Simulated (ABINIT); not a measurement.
# Sn (Fd-3m) in ABINIT: settings compared

One crystal, Sn, is run at these levels: OLYP, PBE; tasks: equation of state.

Program: ABINIT 10.8.3 (patched build). These are calculated values, not measurements. Logs are shortened: lines on timing, memory, paths and dates and some standing lists are left out, and cuts for length are marked. The log counts tension as positive stress, the text compression.

**1. Starting point**

The structure is cubic, space group Fd-3m (No. 227). Conventional cell: a = 6.467 Å, b = 6.467 Å, c = 6.467 Å, α = 90.00°, β = 90.00°, γ = 90.00°. Sn (site symmetry -43m) has 4 Sn at 2.80 Å as nearest neighbours.

This isn't the form of Sn at room conditions, which is tetragonal (white tin).

**2. Equation of state, OLYP**

run.abi reads:

```
ndtset 7
getwfk -1
scalecart1 3*0.9795861087
scalecart2 3*0.9864848297
scalecart3 3*0.9932883884
scalecart4 3*1.0000000000
scalecart5 3*1.0066227096
scalecart6 3*1.0131594038
scalecart7 3*1.0196128224

pp_dirpath "./"
pseudos "Sn.GGA_PBE-JTH_sp.xml"

acell 4.5726372396 4.5726372396 4.5726372396 Angstrom
rprim
     0.0000000000     0.7071067812     0.7071067812
     0.7071067812     0.0000000000     0.7071067812
     0.7071067812     0.7071067812     0.0000000000
ntypat 1
znucl 50
natom 2
typat 1 1
xred
     0.7500000000     0.7500000000     0.7500000000
     0.5000000000     0.5000000000     0.5000000000

ecut 15.0
pawecutdg 30.0

kptopt 1
ngkpt 7 7 7
nshiftk 1
shiftk 0.0 0.0 0.0

ixc -110131

nband 8
occopt 3
tsmear 0.00183747

nstep 100
tolvrs 1.0e-9

iomode 3
prtwf 1
prtden 0
prteig 0
prtebands 0
enunit 1
```

Potentials or basis: JTH PAW PBE v2.0 sp.

On the command line:

```
$ abinit run.abi > log 2>&1
```

run.abo:

```text
.Version 10.8.3 of ABINIT
 DATASET    1 : space group Fd -3 m (#227); Bravais cF (face-center cubic)
================================================================================
 Values of the parameters that define the memory need for DATASET  1.
     intxc =       0    ionmov =       0      iscf =      17    lmnmax =      13
     lnmax =       5     mgfft =      30  mpssoang =       3    mqgrid =    3001
     natom =       2  nloc_mem =       2    nspden =       1   nspinor =       1
    nsppol =       1      nsym =      48    n1xccc =       1    ntypat =       1
    occopt =       3   xclevel =       2
       mpw =        1209          nfft =       27000          nkpt =          20
 PAW method is used; the additional fine FFT grid is defined by:
   mgfftf=        45    nfftf =     91125
================================================================================
================================================================================
[... 71 lines left out ...]
 DATASET    7 : space group Fd -3 m (#227); Bravais cF (face-center cubic)
================================================================================
 Values of the parameters that define the memory need for DATASET  7.
     intxc =       0    ionmov =       0      iscf =      17    lmnmax =      13
     lnmax =       5     mgfft =      32  mpssoang =       3    mqgrid =    3001
     natom =       2  nloc_mem =       2    nspden =       1   nspinor =       1
    nsppol =       1      nsym =      48    n1xccc =       1    ntypat =       1
    occopt =       3   xclevel =       2
       mpw =        1356          nfft =       32768          nkpt =          20
 PAW method is used; the additional fine FFT grid is defined by:
   mgfftf=        45    nfftf =     91125
================================================================================
================================================================================

--------------------------------------------------------------------------------
------------- Echo of variables that govern the present computation ------------
--------------------------------------------------------------------------------
 -outvars: echo values of preprocessed input variables --------
            acell      8.6410320560E+00  8.6410320560E+00  8.6410320560E+00 Bohr
              amu      1.18710000E+02
             ecut      1.50000000E+01 Hartree
           enunit           1
           getwfk          -1
              ixc     -110131
           jdtset        1    2    3    4    5    6    7
         kptrlatt        7    0    0      0    7    0      0    0    7
          kptrlen1     5.92524448E+01
          kptrlen2     5.96697293E+01
          kptrlen3     6.00812576E+01
          kptrlen4     6.04872244E+01
          kptrlen5     6.08878137E+01
          kptrlen6     6.12832002E+01
          kptrlen7     6.16735496E+01
            natom           2
            nband           8
           ndtset           7
            ngfft1         30      30      30
            ngfft2         30      30      30
            ngfft3         30      30      30
            ngfft4         32      32      32
            ngfft5         32      32      32
            ngfft6         32      32      32
            ngfft7         32      32      32
          ngfftdg          45      45      45
             nkpt          20
            nstep         100
             nsym          48
           ntypat           1
           occopt           3
        pawecutdg      3.00000000E+01 Hartree
         pawxcdev           0
           prtden           0
        prtebands           0
           prteig           0
            rprim1     0.0000000000E+00  6.9267198023E-01  6.9267198023E-01
                       6.9267198023E-01  0.0000000000E+00  6.9267198023E-01
                       6.9267198023E-01  6.9267198023E-01  0.0000000000E+00
            rprim2     0.0000000000E+00  6.9755011263E-01  6.9755011263E-01
                       6.9755011263E-01  0.0000000000E+00  6.9755011263E-01
                       6.9755011263E-01  6.9755011263E-01  0.0000000000E+00
            rprim3     0.0000000000E+00  7.0236095512E-01  7.0236095512E-01
                       7.0236095512E-01  0.0000000000E+00  7.0236095512E-01
                       7.0236095512E-01  7.0236095512E-01  0.0000000000E+00
            rprim4     0.0000000000E+00  7.0710678120E-01  7.0710678120E-01
                       7.0710678120E-01  0.0000000000E+00  7.0710678120E-01
                       7.0710678120E-01  7.0710678120E-01  0.0000000000E+00
            rprim5     0.0000000000E+00  7.1178974407E-01  7.1178974407E-01
                       7.1178974407E-01  0.0000000000E+00  7.1178974407E-01
                       7.1178974407E-01  7.1178974407E-01  0.0000000000E+00
            rprim6     0.0000000000E+00  7.1641188486E-01  7.1641188486E-01
                       7.1641188486E-01  0.0000000000E+00  7.1641188486E-01
                       7.1641188486E-01  7.1641188486E-01  0.0000000000E+00
            rprim7     0.0000000000E+00  7.2097514092E-01  7.2097514092E-01
                       7.2097514092E-01  0.0000000000E+00  7.2097514092E-01
                       7.2097514092E-01  7.2097514092E-01  0.0000000000E+00
          spgroup         227
           tolvrs      1.00000000E-09
           tsmear      1.83747000E-03 Hartree
            typat      1  1
           useylm           1
           xangst1     4.7510065374E+00  4.7510065374E+00  4.7510065374E+00
                       3.1673376916E+00  3.1673376916E+00  3.1673376916E+00
           xangst2     4.7844654323E+00  4.7844654323E+00  4.7844654323E+00
                       3.1896436215E+00  3.1896436215E+00  3.1896436215E+00
           xangst3     4.8174627886E+00  4.8174627886E+00  4.8174627886E+00
                       3.2116418590E+00  3.2116418590E+00  3.2116418590E+00
           xangst4     4.8500142001E+00  4.8500142001E+00  4.8500142001E+00
                       3.2333428001E+00  3.2333428001E+00  3.2333428001E+00
           xangst5     4.8821344357E+00  4.8821344357E+00  4.8821344357E+00
                       3.2547562905E+00  3.2547562905E+00  3.2547562905E+00
           xangst6     4.9138374954E+00  4.9138374954E+00  4.9138374954E+00
                       3.2758916636E+00  3.2758916636E+00  3.2758916636E+00
           xangst7     4.9451366673E+00  4.9451366673E+00  4.9451366673E+00
                       3.2967577782E+00  3.2967577782E+00  3.2967577782E+00
            xcart1     8.9781011782E+00  8.9781011782E+00  8.9781011782E+00
                       5.9854007854E+00  5.9854007854E+00  5.9854007854E+00
            xcart2     9.0413293258E+00  9.0413293258E+00  9.0413293258E+00
                       6.0275528839E+00  6.0275528839E+00  6.0275528839E+00
            xcart3     9.1036852921E+00  9.1036852921E+00  9.1036852921E+00
                       6.0691235281E+00  6.0691235281E+00  6.0691235281E+00
            xcart4     9.1651985450E+00  9.1651985450E+00  9.1651985450E+00
                       6.1101323633E+00  6.1101323633E+00  6.1101323633E+00
            xcart5     9.2258969934E+00  9.2258969934E+00  9.2258969934E+00
                       6.1505979956E+00  6.1505979956E+00  6.1505979956E+00
            xcart6     9.2858070936E+00  9.2858070936E+00  9.2858070936E+00
                       6.1905380624E+00  6.1905380624E+00  6.1905380624E+00
            xcart7     9.3449539563E+00  9.3449539563E+00  9.3449539563E+00
                       6.2299693042E+00  6.2299693042E+00  6.2299693042E+00
             xred      7.5000000000E-01  7.5000000000E-01  7.5000000000E-01
                       5.0000000000E-01  5.0000000000E-01  5.0000000000E-01
            znucl       50.00000

================================================================================

 chkinp: Checking input parameters for consistency, jdtset=   1.

 chkinp: Checking input parameters for consistency, jdtset=   2.
[... 36 lines left out ...]
 getcut: wavevector=  0.0000  0.0000  0.0000  ngfft=  45  45  45
         ecut(hartree)=     30.000   => boxcut(ratio)=   2.10823

--- Pseudopotential description ------------------------------------------------
- pspini: atom type   1  psp file is ./Sn.GGA_PBE-JTH_sp.xml
 Pseudopotential format is: paw10
 basis_size (lnmax)=  5 (lmn_size= 13), orbitals=   0   0   1   1   2
 Spheres core radius: rc_sph= 2.70161971
 Shapefunction is SIN type: shapef(r)=[sin(pi*r/rshp)/(pi*r/rshp)]**2
 Radius for shape functions =  2.11181860
 Compensation charge density is not taken into account in XC energy/potential

   4.48631828E+02                                ecore*ucvol(ha*bohr**3)
--------------------------------------------------------------------------------

================================================================================

--- !BeginCycle
iteration_state: {dtset: 1, }
solver: {iscf: 17, nstep: 100, nline: 4, wfoptalg: 10, }
tolerances: {tolvrs: 1.00E-09, }
...
[... 1175 lines left out ...]
-Cartesian components of stress tensor (GPa)         [Pressure=  1.6423E+00 GPa]
- sigma(1 1)= -1.64229936E+00  sigma(3 2)=  0.00000000E+00
- sigma(2 2)= -1.64229936E+00  sigma(3 1)=  0.00000000E+00
- sigma(3 3)= -1.64229936E+00  sigma(2 1)=  0.00000000E+00

== END DATASET(S) ==============================================================
================================================================================

 -outvars: echo values of variables after computation  --------
            acell      8.6410320560E+00  8.6410320560E+00  8.6410320560E+00 Bohr
           etotal1    -7.0777199645E+00
           etotal2    -7.0799810259E+00
           etotal3    -7.0818416142E+00
           etotal4    -7.0833421952E+00
           etotal5    -7.0845191929E+00
           etotal6    -7.0854111584E+00
           etotal7    -7.0860425423E+00
            fcart1    -0.0000000000E+00 -0.0000000000E+00 -0.0000000000E+00
                      -0.0000000000E+00 -0.0000000000E+00 -0.0000000000E+00
            fcart2    -8.9344557402E-29  8.9344557402E-29  8.9344557402E-29
                       8.9344557402E-29 -8.9344557402E-29 -8.9344557402E-29
            fcart3     1.0647910700E-27 -1.7746517834E-28 -3.5493035667E-28
                      -1.0647910700E-27  1.7746517834E-28  3.5493035667E-28
            fcart4    -4.4068525247E-29 -1.3220557574E-28  1.3220557574E-28
                       4.4068525247E-29  1.3220557574E-28 -1.3220557574E-28
            fcart5    -5.4723240429E-29  3.2833944257E-29  5.4723240429E-29
                       5.4723240429E-29 -3.2833944257E-29 -5.4723240429E-29
[... 38 lines left out ...]
                       0.0000000000E+00  0.0000000000E+00  0.0000000000E+00
           xangst1     4.7510065374E+00  4.7510065374E+00  4.7510065374E+00
                       3.1673376916E+00  3.1673376916E+00  3.1673376916E+00
           xangst2     4.7844654323E+00  4.7844654323E+00  4.7844654323E+00
                       3.1896436215E+00  3.1896436215E+00  3.1896436215E+00
           xangst3     4.8174627886E+00  4.8174627886E+00  4.8174627886E+00
                       3.2116418590E+00  3.2116418590E+00  3.2116418590E+00
           xangst4     4.8500142001E+00  4.8500142001E+00  4.8500142001E+00
                       3.2333428001E+00  3.2333428001E+00  3.2333428001E+00
           xangst5     4.8821344357E+00  4.8821344357E+00  4.8821344357E+00
                       3.2547562905E+00  3.2547562905E+00  3.2547562905E+00
           xangst6     4.9138374954E+00  4.9138374954E+00  4.9138374954E+00
                       3.2758916636E+00  3.2758916636E+00  3.2758916636E+00
           xangst7     4.9451366673E+00  4.9451366673E+00  4.9451366673E+00
                       3.2967577782E+00  3.2967577782E+00  3.2967577782E+00
             xred      7.5000000000E-01  7.5000000000E-01  7.5000000000E-01
                       5.0000000000E-01  5.0000000000E-01  5.0000000000E-01
 Calculation completed.
```

It took 51 s on 1 thread of Arm Neoverse V1, shared host; peak memory 0.15 GiB.

Results:

```
Equilibrium volume : 37.54 Å³/atom (rough: see the caveat)
Bulk modulus       : 31 GPa (rough)
```

Energy against volume, from the lowest point:
```
volume (Å³/atom)  energy (meV/atom)
          31.775             113.23
          32.451              82.47
          33.127              57.16
          33.803              36.74
          34.479              20.73
          35.155               8.59
          35.831               0.00
```

Caveat: the cutoff is too short for stress, so the log's stress isn't used; pressures at fixed basis lie under the slope of the energies; the minimum lies outside the volumes run; the PAW data sets were made with another functional, which shifts forces and pressure a little; this set keeps more shells in the core, which shifts pressures and gaps; the atomic spheres overlap.

**3. Equation of state, PBE**

run.abi reads:

```
# Datasets: one volume each
ndtset 7
getwfk -1
scalecart1 3*0.9795861087
scalecart2 3*0.9864848297
scalecart3 3*0.9932883884
scalecart4 3*1.0000000000
scalecart5 3*1.0066227096
scalecart6 3*1.0131594038
scalecart7 3*1.0196128224

# Pseudopotentials
pp_dirpath "./"
pseudos "Sn.GGA_PBE-JTH.xml"

# Structure
acell 3*1.0
rprim
     0.0000000000     6.1101323590     6.1101323590
     6.1101323590     0.0000000000     6.1101323590
     6.1101323590     6.1101323590     0.0000000000
ntypat 1
znucl 50
natom 2
typat 1 1
xred
     0.7500000000     0.7500000000     0.7500000000
     0.5000000000     0.5000000000     0.5000000000

# Plane-wave basis
ecut 15.0
pawecutdg 30.0

# k points
kptopt 1
ngkpt 7 7 7
nshiftk 1
shiftk 0.0 0.0 0.0

# Exchange and correlation
ixc 11

# Bands and occupations
nband 18
occopt 3
tsmear 0.05 eV

# SCF cycle
nstep 100
tolvrs 1.0e-9

# Output
iomode 3
prtwf 1
prtden 0
prteig 0
prtebands 0
```

Potentials or basis: JTH PAW PBE v2.0.

On the command line:

```
$ abinit run.abi > log 2>&1
```

run.abo:

```text
.Version 10.8.3 of ABINIT
 DATASET    1 : space group Fd -3 m (#227); Bravais cF (face-center cubic)
================================================================================
 Values of the parameters that define the memory need for DATASET  1.
     intxc =       0    ionmov =       0      iscf =      17    lmnmax =      18
     lnmax =       6     mgfft =      30  mpssoang =       3    mqgrid =    3001
     natom =       2  nloc_mem =       2    nspden =       1   nspinor =       1
    nsppol =       1      nsym =      48    n1xccc =       1    ntypat =       1
    occopt =       3   xclevel =       2
       mpw =        1209          nfft =       27000          nkpt =          20
 PAW method is used; the additional fine FFT grid is defined by:
   mgfftf=        45    nfftf =     91125
================================================================================
================================================================================
[... 71 lines left out ...]
 DATASET    7 : space group Fd -3 m (#227); Bravais cF (face-center cubic)
================================================================================
 Values of the parameters that define the memory need for DATASET  7.
     intxc =       0    ionmov =       0      iscf =      17    lmnmax =      18
     lnmax =       6     mgfft =      32  mpssoang =       3    mqgrid =    3001
     natom =       2  nloc_mem =       2    nspden =       1   nspinor =       1
    nsppol =       1      nsym =      48    n1xccc =       1    ntypat =       1
    occopt =       3   xclevel =       2
       mpw =        1356          nfft =       32768          nkpt =          20
 PAW method is used; the additional fine FFT grid is defined by:
   mgfftf=        45    nfftf =     91125
================================================================================
================================================================================

--------------------------------------------------------------------------------
------------- Echo of variables that govern the present computation ------------
--------------------------------------------------------------------------------
 -outvars: echo values of preprocessed input variables --------
            acell      1.0000000000E+00  1.0000000000E+00  1.0000000000E+00 Bohr
              amu      1.18710000E+02
             ecut      1.50000000E+01 Hartree
           getwfk          -1
              ixc          11
           jdtset        1    2    3    4    5    6    7
[... 144 lines left out ...]
   1.44039359E+03                                ecore*ucvol(ha*bohr**3)
--------------------------------------------------------------------------------

================================================================================

--- !BeginCycle
iteration_state: {dtset: 1, }
solver: {iscf: 17, nstep: 100, nline: 4, wfoptalg: 10, }
tolerances: {tolvrs: 1.00E-09, }
...
[... 1246 lines left out ...]
-Cartesian components of stress tensor (GPa)         [Pressure=  9.8343E-01 GPa]
- sigma(1 1)= -9.83434976E-01  sigma(3 2)=  0.00000000E+00
- sigma(2 2)= -9.83434976E-01  sigma(3 1)=  0.00000000E+00
- sigma(3 3)= -9.83434976E-01  sigma(2 1)=  0.00000000E+00

== END DATASET(S) ==============================================================
================================================================================

 -outvars: echo values of variables after computation  --------
            acell      1.0000000000E+00  1.0000000000E+00  1.0000000000E+00 Bohr
           etotal1    -1.3941610597E+02
           etotal2    -1.3941825664E+02
           etotal3    -1.3942000304E+02
           etotal4    -1.3942138388E+02
           etotal5    -1.3942243631E+02
           etotal6    -1.3942318987E+02
           etotal7    -1.3942367115E+02
            fcart1    -0.0000000000E+00 -0.0000000000E+00 -0.0000000000E+00
                      -0.0000000000E+00 -0.0000000000E+00 -0.0000000000E+00
            fcart2     5.3048330995E-29 -3.0712191629E-29  8.3760522624E-30
                      -5.3048330995E-29  3.0712191629E-29 -8.3760522624E-30
            fcart3    -1.1091573654E-28  2.2183147308E-29  6.6549441924E-29
                       1.1091573654E-28 -2.2183147308E-29 -6.6549441924E-29
            fcart4    -1.8729123243E-28  1.1017131320E-29  7.7119919237E-29
                       1.8729123243E-28 -1.1017131320E-29 -7.7119919237E-29
            fcart5    -0.0000000000E+00 -0.0000000000E+00 -0.0000000000E+00
                      -0.0000000000E+00 -0.0000000000E+00 -0.0000000000E+00
[... 38 lines left out ...]
                       0.0000000000E+00  0.0000000000E+00  0.0000000000E+00
           xangst1     4.7510065341E+00  4.7510065341E+00  4.7510065341E+00
                       3.1673376894E+00  3.1673376894E+00  3.1673376894E+00
           xangst2     4.7844654289E+00  4.7844654289E+00  4.7844654289E+00
                       3.1896436192E+00  3.1896436192E+00  3.1896436192E+00
           xangst3     4.8174627851E+00  4.8174627851E+00  4.8174627851E+00
                       3.2116418568E+00  3.2116418568E+00  3.2116418568E+00
           xangst4     4.8500141967E+00  4.8500141967E+00  4.8500141967E+00
                       3.2333427978E+00  3.2333427978E+00  3.2333427978E+00
           xangst5     4.8821344323E+00  4.8821344323E+00  4.8821344323E+00
                       3.2547562882E+00  3.2547562882E+00  3.2547562882E+00
           xangst6     4.9138374919E+00  4.9138374919E+00  4.9138374919E+00
                       3.2758916613E+00  3.2758916613E+00  3.2758916613E+00
           xangst7     4.9451366638E+00  4.9451366638E+00  4.9451366638E+00
                       3.2967577758E+00  3.2967577758E+00  3.2967577758E+00
             xred      7.5000000000E-01  7.5000000000E-01  7.5000000000E-01
                       5.0000000000E-01  5.0000000000E-01  5.0000000000E-01
 Calculation completed.
```

Wall time 100 s (1 thread of Arm Neoverse V1, shared host); peak memory 0.14 GiB.

What came out:

| Item | Value |
| --- | --- |
| Equilibrium volume | 36.89 Å³/atom (rough: see the caveat) |
| Bulk modulus | 37 GPa (rough) |

Energy against volume, from the lowest point:
```
volume (Å³/atom)  energy (meV/atom)
          31.775             102.93
          32.451              73.67
          33.127              49.91
          33.803              31.12
          34.479              16.80
          35.155               6.55
          35.831               0.00
```

Caveat: the cutoff is too short for stress, so the log's stress isn't used; pressures at fixed basis lie under the slope of the energies; the minimum lies outside the volumes run.
